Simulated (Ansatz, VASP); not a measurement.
**SnSe2 in VASP and in Ansatz**

The input INCAR:

```
SYSTEM = SnSe2
  PREC = Accurate
  ENCUT = 520
  EDIFF = 1E-7
  ISMEAR = 0
  SIGMA = 0.05
  LREAL = .FALSE.
  LASPH = .TRUE.
  NELM = 60
  ALGO = Normal
  ISIF = 2
  LWAVE = .FALSE.
  LCHARG = .FALSE.
  GGA = PS
  IVDW = 12
  NBANDS = 20
```

Contents of KPOINTS:

```
Automatic mesh
0
G
  12 12 6
  0 0 0
```

Contents of POSCAR:

```
SnSe2
1.0
    3.6585588303      0.0000000000      0.0000000000
   -1.8292794152      3.1684048883      0.0000000000
    0.0000000000      0.0000000000      6.1370000000
Sn Se
1 2
Direct
    0.0000000000      0.0000000000      0.0000000000
    0.3333333333      0.6666666667      0.2500000000
    0.6666666667      0.3333333333      0.7500000000
```

Input for Ansatz:

```yaml
crystal:
  lattice:
    - [3.6585588303, 0.0, 0.0]
    - [-1.8292794152, 3.1684048883, 0.0]
    - [0.0, 0.0, 6.137]
  atoms:
    - { symbol: Sn, position: [0.0, 0.0, 0.0] }
    - { symbol: Se, position: [0.3333333333, 0.6666666667, 0.25] }
    - { symbol: Se, position: [0.6666666667, 0.3333333333, 0.75] }
basis:
  ecutwfc: 420
kpoints:
  mp_grid: { grid: [12, 12, 6] }
hamiltonian:
  xc: pbesol
  dispersion: d3bj
scf:
  occupations: { method: gaussian, width: 0.05 }
output:
  forces: true
  stress: true
  eigenvalues: true
```

Change from the starting cell: strain -0.040 along x and y, +0.000 along z, atoms carried along.

Alike in both runs: task single point; functional PBEsol; dispersion D3(BJ); k mesh 12 × 12 × 6; occupations gaussian, width 0.05 eV; no spin polarisation.

|  | VASP | Ansatz |
| --- | --- | --- |
| version | VASP 6.6.1 | Ansatz 0.2.0 |
| potentials or method | VASP PAW PBE potentials, release 64 (Sn_d, Se) | scalar-relativistic, plane waves, PAW |
| plane-wave cutoff (eV) | 520 | 420 |
| valence electrons in the cell | 26 | 46 |

```csv
,VASP,Ansatz,Ansatz less VASP
gap on the k mesh at the Fermi level (eV),0.68,0.68,+0.005
least direct gap on the mesh (eV),1.32,1.32,+0.005
pressure (GPa),7.5,7.3,-0.18
largest component of the traceless stress (GPa),0.79,0.80,+0.013
rms of the force components (eV/Å),0.590,0.576,-0.0145
```

Atom by atom the forces differ by 0.015 eV/Å (rms over components). The two sets of potentials don't hold the same shells in valence.

Caveats: the PAW data sets were made with another functional, which shifts forces and pressure a little (VASP); spin-orbit coupling is left out, which moves the levels of the heavy elements; the cell's inner coordinates are idealised or old, which leaves forces on the atoms. A k mesh can miss the band edges.
